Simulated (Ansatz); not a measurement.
Crystal: Si2W.

```
W Si
1.0
     4.61685    0.00000    0.00000
    -2.30843    3.99831    0.00000
     0.00000    0.00000    6.65322
W Si
3 6
Direct
  0.50000 0.00000 0.50000
  0.50000 0.50000 0.83333
  0.00000 0.50000 0.16667
  0.32725 0.16363 0.16667
  0.83637 0.16363 0.83333
  0.16363 0.32725 0.50000
  0.67275 0.83637 0.16667
  0.16363 0.83637 0.83333
  0.83637 0.67275 0.50000
```

Measurements of this composition are mostly on another form, of space group No. 139.

Base run:

- Program: Ansatz 0.2.0
- Functional: HSE06
- Potentials or basis: Ansatz PAW
- Cutoff: 420 eV
- Density cutoff: 1680 eV
- k mesh: 6 × 6 × 4
- Occupations: fermi-dirac, width 0.05 eV
- Spin: no spin polarisation

Its results: band gap on the k mesh 0.43 eV, indirect (least direct gap 1.11 eV); largest force 0.012 eV/Å.

Problem. The run is repeated on the same cell with these changes: functional from HSE06 to PBE0. What comes out?

Solution. Band gap on the k mesh 1.03 eV, indirect (least direct gap 1.72 eV); largest force 0.023 eV/Å.

Caveats: spin-orbit coupling is left out, which moves the levels of the heavy elements; the PAW data sets come from PBE, with cores solved anew for the run's functional, which leaves a small shift of forces and pressure.

A k mesh can miss the band edges.

Not every run made on this cell is shown here.
